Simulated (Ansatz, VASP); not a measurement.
**Two plane-wave programs on In3Se**

```
In Se
1.0
     4.80376    0.00000    0.00000
     0.00000    4.80376    0.00000
     0.00000    0.00000    4.80376
In Se
3 1
Cartesian
  0.0000 2.4019 2.4019
  2.4019 0.0000 2.4019
  2.4019 2.4019 0.0000
  0.0000 0.0000 0.0000
```

Alike in both runs: task single point; functional PBEsol; k mesh 10 × 10 × 10; occupations gaussian, width 0.1 eV; no spin polarisation.

|  | VASP | Ansatz |
| --- | --- | --- |
| version | VASP 6.6.1 | Ansatz 0.2.0 |
| potentials or method | VASP PAW PBE potentials, release 64 (In_d, Se) | scalar-relativistic, plane waves, PAW |
| plane-wave cutoff (eV) | 520 | 420 |
| valence electrons in the cell | 45 | 55 |

```tsv
	VASP	Ansatz	Ansatz less VASP
gap on the k mesh at the Fermi level (eV)	none	none	-
pressure (GPa)	-3.0	-3.0	+0.03
```

A gap of «none» marks a metal or a gap that the smearing closes. The two sets of potentials don't hold the same shells in valence.

Caveats: the PAW data sets were made with another functional, which shifts forces and pressure a little (VASP).
